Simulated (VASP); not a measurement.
# ZrS (Fm-3m) in VASP: further runs

The runs below take ZrS through single point, relaxation of cell and atoms, with HSE(alpha, omega), BLYP.

Program: VASP 6.6.1. These are calculated values, not measurements. Logs are shortened: lines on timing, memory, paths and dates and some standing lists are left out, and cuts for length are marked.

### 1 The structure

Symmetry: Fm-3m, No. 225, cubic system. The conventional cell has a = 5.250 Å, b = 5.250 Å, c = 5.250 Å, α = 90.00°, β = 90.00°, γ = 90.00°. Zr (site symmetry m-3m) has 6 S at 2.62 Å as nearest neighbours. Around S (site symmetry m-3m) lie 6 Zr at 2.62 Å.

### 2 Single point, HSE(alpha, omega)

Contents of POSCAR:

```
ZrS
1.0
    0.0000000000      2.6250000000      2.6250000000
    2.6250000000      0.0000000000      2.6250000000
    2.6250000000      2.6250000000      0.0000000000
Zr S
1 1
Direct
    0.0000000000      0.0000000000      0.0000000000
    0.5000000000      0.5000000000      0.5000000000
```

Contents of INCAR.step1:

```
ALGO = Normal
EDIFF = 1E-5
ENCUT = 520
GGA = PE
ISIF = 2
ISMEAR = -1
LASPH = T
LREAL = F
LWAVE = T
NELM = 60
PREC = Accurate
SIGMA = 0.05
```

Contents of INCAR.step2:

```
AEXX = 0.25
ALGO = Normal
EDIFF = 1E-6
ENCUT = 520
GGA = PE
HFSCREEN = 0.4
ISIF = 2
ISMEAR = -1
ISTART = 1
LASPH = T
LCHARG = F
LHFCALC = T
LREAL = F
LWAVE = F
NELM = 60
PREC = Accurate
PRECFOCK = Fast
SIGMA = 0.05
```

Contents of KPOINTS:

```
k-points
0
Gamma
  5 5 5
```

Potentials or basis: VASP PAW PBE potentials, release 64 (Zr_sv, S).

Launch:

```sh
$ cat potpaw_PBE.64/Zr_sv/POTCAR potpaw_PBE.64/S/POTCAR > POTCAR
$ cp INCAR.step1 INCAR
$ mpirun -np 1 vasp_std > vasp.out
$ cp INCAR.step2 INCAR
$ mpirun -np 1 vasp_std > vasp.out
```

OUTCAR:

```text
AEXX = 0.25
   EDIFF = 1E-6
   ENCUT = 520
   GGA = PE
   HFSCREEN = 0.4
   ISIF = 2
   ISMEAR = -1
   ISTART = 1
   LASPH = T
   LHFCALC = T
   LREAL = F
   NELM = 60
   PREC = Accurate
   PRECFOCK = Fast

 ion  position               nearest neighbor table
   1  0.000  0.000  0.000-   2 2.62   2 2.62   2 2.62   2 2.62   2 2.62   2 2.62
   2  0.500  0.500  0.500-   1 2.62   1 2.62   1 2.62   1 2.62   1 2.62   1 2.62

  LATTYP: Found a face centered cubic cell.
 ALAT       =     5.2500000000

  Lattice vectors:

 A1 = (   0.0000000000,   2.6250000000,   2.6250000000)
 A2 = (   2.6250000000,   0.0000000000,   2.6250000000)
 A3 = (   2.6250000000,   2.6250000000,   0.0000000000)

Analysis of symmetry for initial positions (statically):
=====================================================================
 Subroutine PRICEL returns:
 Original cell was already a primitive cell.

 Routine SETGRP: Setting up the symmetry group for a
 face centered cubic supercell.

 Subroutine GETGRP returns: Found 48 space group operations
 (whereof 48 operations were pure point group operations)
 out of a pool of 48 trial point group operations.

The static configuration has the point symmetry O_h .

Analysis of symmetry for dynamics (positions and initial velocities):
=====================================================================
 Subroutine PRICEL returns:
 Original cell was already a primitive cell.

 Routine SETGRP: Setting up the symmetry group for a
 face centered cubic supercell.

 Subroutine GETGRP returns: Found 48 space group operations
 (whereof 48 operations were pure point group operations)
 out of a pool of 48 trial point group operations.

The dynamic configuration has the point symmetry O_h .

 Subroutine INISYM returns: Found 48 space group operations
 (whereof 48 operations are pure point group operations),
 and found     1 'primitive' translations

----------------------------------------------------------------------------------------

                                     Primitive cell

  volume of cell :      36.1758

  direct lattice vectors                    reciprocal lattice vectors
     0.000000000  2.625000000  2.625000000    -0.190476190  0.190476190  0.190476190
     2.625000000  0.000000000  2.625000000     0.190476190 -0.190476190  0.190476190
     2.625000000  2.625000000  0.000000000     0.190476190  0.190476190 -0.190476190
[... 85 lines left out ...]
   EFERMI_NEDOS =   21; number of points for ismear=-14 and -15
   IALGO  =     38    algorithm
   IMIX   =      1    mixing-type and parameters
     AMIX     =   0.40;   BMIX     =  1.00
     AMIX_MAG =   1.60;   BMIX_MAG =  1.00
  volume/ion in A,a.u.               =      18.09       122.06
  Fermi-wavevector in a.u.,A,eV,Ry     =   1.297258  2.451462 22.896950  1.682878
  Thomas-Fermi vector in A             =   2.428662
   LORBIT       =      0    0 simple, 1 ext, 2 COOP (PROOUT), +10 PAW based schemes
   GGA     = PE    functional components
   LHFCALC =     T    Hartree Fock is set to
   PRECFOCK=fast      Normal, Fast or Accurate (Low or Medium for compatibility)
   ENCUT4O =  -1.0   cutoff for four orbital integrals eV
   NKREDX  =     1    reduce k-point grid by
   NKREDY  =     1    reduce k-point grid by
   NKREDZ  =     1    reduce k-point grid by
   AEXX    =    0.2500 exact exchange contribution
   HFSCREEN=    0.4000 screening length (either q_TF or 0.3 A-1)
   HFSCREENC=   0.4000 screening length for correlation (either q_TF or 0.3 A-1)
   ENCUTFOCK=  -1.0 apply spherical cutoff to Coloumb kernel
   IVDW    =     0    specifies the selected vdW correction
   LEPSILON=     F    determine dielectric tensor
   LRPA    =     F    only Hartree local field effects (RPA)
 non-spin polarized calculation
  energy-cutoff  :      520.00
  volume of cell :       36.18
 maximum number of plane-waves:       990
  NGX = 16; NGY = 16; NGZ = 16

 number of electron      18.0000000 magnetization

 Free energy of the ion-electron system (eV)
  ---------------------------------------------------
  ext. energy  EPLUGINS =         0.00000000
  ---------------------------------------------------
  free energy    TOTEN  =       -17.12607825 eV

  energy without entropy =      -17.11896887  energy(sigma->0) =      -17.12252356

 E-fermi :  10.9699     XC(G=0):  -9.6232

 val. band max:       10.9697687595   @ k =  -0.2000   0.2000   0.0000
 cond. band min:      11.2979331789   @ k =  -0.4000   0.2000   0.0000
 fundamental gap:      0.3281644194
 Fermi energy:        10.9699072074

 k-point     1 :       0.0000    0.0000    0.0000
  band No.  band energies     occupation
      1     -42.5008      2.00000
      2     -19.1184      2.00000
      3     -19.1184      2.00000
      4     -19.1184      2.00000
      5      -6.6226      2.00000
      6       6.7642      2.00000
      7       6.7642      2.00000
      8       6.7642      2.00000
      9       9.4021      2.00000
     10       9.4021      2.00000
     11       9.4021      2.00000
     12      10.2733      2.00000
     13      10.2733      2.00000
[... 130 lines left out ...]
  band No.  band energies     occupation
      1     -42.4611      2.00000
      2     -19.3949      2.00000
      3     -19.2988      2.00000
      4     -19.2238      2.00000
      5      -5.3530      2.00000
      6       3.4119      2.00000
      7       4.4533      2.00000
      8       4.4895      2.00000
      9      10.0297      2.00000
     10      11.9529      0.00000
     11      12.7391      0.00000
     12      13.3430      0.00000
     13      14.5269      0.00000

------------------------ aborting loop because EDIFF is reached ----------------------------------------

  FORCE on cell =-STRESS in cart. coord.  units (eV):
  Direction    XX          YY          ZZ          XY          YZ          ZX
  --------------------------------------------------------------------------------------
  -------------------------------------------------------------------------------------
  Total       -1.0542377     -1.0542377     -1.0542377      0.0000000      0.0000000      0.0000000
  in kB      -46.6907903    -46.6907903    -46.6907903      0.0000000      0.0000000      0.0000000
  external PRESSURE =     -46.6907903 kB  Pullay stress =       0.0000000 kB

 VOLUME and BASIS-vectors are now :
 -----------------------------------------------------------------------------
  energy-cutoff  :      520.00
  volume of cell :       36.18
      direct lattice vectors                 reciprocal lattice vectors
     0.000000000  2.625000000  2.625000000    -0.190476190  0.190476190  0.190476190
     2.625000000  0.000000000  2.625000000     0.190476190 -0.190476190  0.190476190
     2.625000000  2.625000000  0.000000000     0.190476190  0.190476190 -0.190476190

 POSITION                                       TOTAL-FORCE (eV/Angst)
 -----------------------------------------------------------------------------------
      0.00000      0.00000      0.00000        -0.000000     -0.000000     -0.000000
      2.62500      2.62500      2.62500         0.000000      0.000000      0.000000
 -----------------------------------------------------------------------------------
    total drift:                                0.000000      0.000000      0.000000

  FREE ENERGIE OF THE ION-ELECTRON SYSTEM (eV)
  ---------------------------------------------------
  free  energy   TOTEN  =       -17.1260782541 eV

  energy  without entropy=      -17.1189688725  energy(sigma->0) =      -17.12252356
```

OSZICAR.step1:

```text
N       E                     dE             d eps       ncg     rms          rms(c)
DAV:   1     0.137730602170E+03    0.13773E+03   -0.97164E+03   260   0.135E+03
DAV:   2    -0.953138373904E+01   -0.14726E+03   -0.14175E+03   330   0.332E+02
DAV:   3    -0.162223295552E+02   -0.66909E+01   -0.66607E+01   415   0.661E+01
DAV:   4    -0.163733807556E+02   -0.15105E+00   -0.15099E+00   347   0.943E+00
DAV:   5    -0.163784370755E+02   -0.50563E-02   -0.50562E-02   383   0.131E+00    0.147E+01
DAV:   6    -0.154920686512E+02    0.88637E+00   -0.28257E+00   300   0.117E+01    0.700E+00
DAV:   7    -0.154664865236E+02    0.25582E-01   -0.23464E-01   413   0.345E+00    0.288E+00
DAV:   8    -0.154624054399E+02    0.40811E-02   -0.20264E-02   295   0.119E+00    0.289E-01
DAV:   9    -0.154621659794E+02    0.23946E-03   -0.20842E-03   330   0.325E-01    0.132E-01
DAV:  10    -0.154622246371E+02   -0.58658E-04   -0.23626E-04   360   0.175E-01    0.360E-02
DAV:  11    -0.154622248690E+02   -0.23185E-06   -0.18204E-05   271   0.328E-02
   1 F= -.15462225E+02 E0= -.15458434E+02  d E =-.758259E-02
```

Wall time 3 min (1 thread of Intel Xeon 6975P-C (Granite Rapids), shared host); peak memory 0.26 GiB.

Results:

* Free energy: -17.1261 eV
* Pressure: -4.7 GPa

Caveat: the k mesh is coarse (spacing up to 0.41 Å⁻¹), so the values aren't converged, least of all with exact exchange; the bands computed are all filled at some k points, so no gap is given; the PAW data sets were made with another functional, which shifts forces and pressure a little.

### 3 Single point, HSE(alpha, omega)

POSCAR is that of step 2.

INCAR.step1 is that of step 2.

Edit INCAR.step2 of step 2 so:

```diff
@@ -5,3 +5,3 @@
 GGA = PE
-HFSCREEN = 0.4
+HFSCREEN = 0.6
 ISIF = 2
```

KPOINTS is that of step 2.

Potentials or basis: VASP PAW PBE potentials, release 64 (Zr_sv, S).

Launch:

```sh
$ cat potpaw_PBE.64/Zr_sv/POTCAR potpaw_PBE.64/S/POTCAR > POTCAR
$ cp INCAR.step1 INCAR
$ mpirun -np 1 vasp_std > vasp.out
$ cp INCAR.step2 INCAR
$ mpirun -np 1 vasp_std > vasp.out
```

Run time: 3 min. Hardware: 1 thread of Intel Xeon 6975P-C (Granite Rapids), shared host; peak memory 0.26 GiB.

Results (log left out):

* Free energy: -16.5255 eV
* Pressure: -4.0 GPa

Levels at points of the mesh, in eV from the Fermi level:
```csv
k point,band 7,band 8,band 9,band 10,band 11,band 12
"(0.00, 0.00, 0.00)",-4.04,-4.04,-1.52,-1.52,-1.52,-0.74
```

Caveat: the k mesh is coarse (spacing up to 0.41 Å⁻¹), so the values aren't converged, least of all with exact exchange; the bands computed are all filled at some k points, so no gap is given; the PAW data sets were made with another functional, which shifts forces and pressure a little.

### 4 Relaxation of cell and atoms, BLYP

Contents of INCAR:

```
PREC = Accurate ; ENCUT = 600
EDIFF = 1E-6 ; ISMEAR = -1
SIGMA = 0.05 ; LREAL = False
LASPH = True ; NELM = 60
ALGO = Fast ; ISIF = 3
LWAVE = False ; LCHARG = False
GGA = B5 ; ALDAX = 1.0
AGGAX = 1.0 ; AGGAC = 1.0
ALDAC = 0.0 ; IBRION = 2
NSW = 60 ; EDIFFG = -0.01
```

Contents of KPOINTS:

```
regular mesh
0
Gamma
  9 9 9
```

POSCAR is that of step 3.

Launch:

```sh
$ cat potpaw_PBE.64/Zr_sv/POTCAR potpaw_PBE.64/S/POTCAR > POTCAR
$ mpirun -np 1 vasp_std > vasp.out
```

Run time: 2.7 min. Hardware: 1 thread of Intel Xeon Platinum 8488C (Sapphire Rapids), shared host; peak memory 0.18 GiB.

The run converged. Its results:

| Quantity | Value |
| --- | --- |
| Free energy | -13.6316 eV |
| Relaxed volume | 18.90 Å³/atom |
| Relaxed cell | a = 3.767 Å, b = 3.767 Å, c = 3.767 Å, α = 60.00°, β = 60.00°, γ = 60.00° |
| Space group after relaxing (to 0.05 Å) | Fm-3m (No. 225) |
| Energy gained by relaxing | 13.9 meV/atom |
| Ionic steps | 4 |
| Pressure after relaxing | 0.1 GPa |

Step by step:
```tsv
step	energy change (eV)	largest force (eV/Å)	pressure (GPa)	volume (Å³)
1	0.0000	0.0000	5.64	36.18
2	0.0001	0.0000	-4.78	39.61
3	-0.0278	0.0000	-0.10	37.83
4	-0.0278	0.0000	0.05	37.80
```

Final structure:
```cif
data_structure
_symmetry_space_group_name_H-M 'P 1'
_symmetry_Int_Tables_number 1
_cell_length_a 3.7670
_cell_length_b 3.7670
_cell_length_c 3.7670
_cell_angle_alpha 60.000
_cell_angle_beta 60.000
_cell_angle_gamma 60.000
_cell_volume 37.80
loop_
_atom_site_label
_atom_site_type_symbol
_atom_site_fract_x
_atom_site_fract_y
_atom_site_fract_z
_atom_site_occupancy
Zr1 Zr 0.00000 0.00000 0.00000 1
S1 S 0.50000 0.50000 0.50000 1
```

Levels at points of the mesh, in eV from the Fermi level:
```csv
k point,band 5,band 6,band 7,band 8,band 9,band 10,band 11,band 12,band 13
"(0.00, 0.00, 0.00)",-15.62,-3.56,-3.56,-3.56,-1.21,-1.21,-1.21,-0.59,-0.59
```

Caveat: the bands computed are all filled at some k points, so no gap is given; the PAW data sets were made with another functional, which shifts forces and pressure a little. Zero-point motion and thermal expansion aren't in these numbers.

### 5 The reference run

An earlier run on the cell as given: functional PBEsol; potentials or basis VASP PAW PBE potentials, release 64 (Zr_sv, S); cutoff 520 eV; k mesh 9 × 9 × 9; occupations fermi-dirac, width 0.05 eV; no spin polarisation.

* Pressure: -6.3 GPa
* Band gap on the k mesh: none (metal or under the smearing width)

### 6 Summary

| task | level | cell | k mesh | cutoff (eV) | screening parameter | grid for exact exchange (PRECFOCK) | ladder | mesh quality | pressure (GPa) |
| --- | --- | --- | --- | --- | --- | --- | --- | --- | --- |
| single point | HSE(alpha, omega) | as given | 5 × 5 × 5 | 520 | 0.4 | Fast | - | coarse | -4.7 |
| single point | HSE(alpha, omega) | as given | 5 × 5 × 5 | 520 | 0.6 | Fast | - | coarse | -4.0 |
| relaxation of cell and atoms | BLYP | relaxed | 9 × 9 × 9 | 600 | - | - | - | not flagged | 0.1 |
| single point | PBEsol | as given | 9 × 9 × 9 | 520 | - | - | free | not flagged | -6.3 |

Alike in all rows: potentials or basis VASP PAW PBE potentials, release 64 (Zr_sv, S); no spin polarisation; smearing fermi-dirac 0.05 eV.

Caveats: some runs use coarse meshes; the PAW data sets were made with another functional, which shifts forces and pressure a little; the bands computed are all filled at some k points, so no gap is given (some runs).

Total energies depend on the potentials used, so only differences within one code and one set of settings carry meaning.
